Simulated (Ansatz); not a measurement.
The parent structure is BeO in the wurtzite structure (space group P6_3mc, No. 186; a = 2.712 Å, c = 4.405 Å). Axes: x lies along a and z along c of the hexagonal cell.

Computed with PBE/PAW in Ansatz (a quantum-chemistry and plane-wave program), no spin-orbit coupling.

For the base:

| Property | Value |
|---|---|
| Band gap | 7.45 eV |
| Gap character | direct at Γ |
| Electron mass | 0.53 mₑ along c, 0.60 mₑ across (at Γ) |

The change: compressive biaxial strain of 0.14 % in the plane normal to [001], as in epitaxy on a mismatched substrate; the out-of-plane cell vector and the atoms relax.

### Question
Estimate the effect on the in-plane stress.

### Answer
The mean in-plane stress (compression positive) amounts to +0.7 GPa.

### Question
What happens to the band gap?

### Answer
The band gap increases by 0.03 eV, from 7.45 eV to 7.48 eV.

### Question
What happens to the gap character?

### Answer
The gap character remains direct at Γ.

### Question
Estimate the effect on the electron mass.

### Answer
The electron mass becomes 0.53 mₑ out of plane, 0.61 mₑ in plane (at Γ) (base: 0.53 mₑ along c, 0.60 mₑ across (at Γ)).

Masses are band curvatures over ±0.01 Å⁻¹ around the edge. Whether these cells are dynamically stable was not tested.
